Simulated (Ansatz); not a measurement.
An input for Ansatz 0.2.0 (GaP (F-43m)):

```yaml
crystal:
  lattice:
    - [0.0, 2.72525, 2.72525]
    - [2.72525, 0.0, 2.72525]
    - [2.72525, 2.72525, 0.0]
  atoms:
    - { symbol: Ga, position: [0.0, 0.0, 0.0] }
    - { symbol: P, position: [0.25, 0.25, 0.25] }
kpoints:
  mp_grid: { grid: [8, 8, 8] }
hamiltonian:
  xc: pbe
  pseudopotentials: { kind: paw, source: ansatz }
scf:
  occupations: { method: fixed }
gw:
  n_empty_bands: 680
  ecut_chi: 380
  qp_bands: [v2, c2]
  qp_kpoints: band_edges
  screening: { model: contour_deformation }
```

```sh
ansatz run input.yaml --threads 3 --pin off --max-ram 92160MiB --backend cuda --events-out ev --progress --plain --runs-dir out --devices 1 --max-vram 13GiB
```

Q: Estimate wall time and host memory on 1 × NVIDIA H100 80GB HBM3 (shared by 6 runs) with 3 threads of AMD EPYC 7R13 (Zen 3), shared host.

It took 5.6 min; on shared hardware allow 2.8 min to 11 min. Peak host memory was 4.8 GiB. The sizes that set the cost: 2975 plane waves a state, 29 irreducible k points, 693 bands summed, 701 plane waves in the screening and 7 SCF cycles.

The screening grows as filled bands × empty bands × pairs of k points, times the square of the screening basis for the matrix.

[Paths, hosts, dates, memory and timing lines, banners, echoed tables and standing remarks are left out of the program output.]

[Logs are printed without paths, hosts, clocks, repeated set-up lines and the standing remarks that a program may print on its own settings, such as how far it seeks lower states.]

[Runs of the session that timed out or met a known fault of the program may be left out.]

[Cells called generated may have been cut or substituted from an entry of the Crystallography Open Database or the Materials Project.]

[Hosts, paths, dates, database ids (printed as entryN), source tags and the programs' standing remarks are cut or masked in the printed files.]
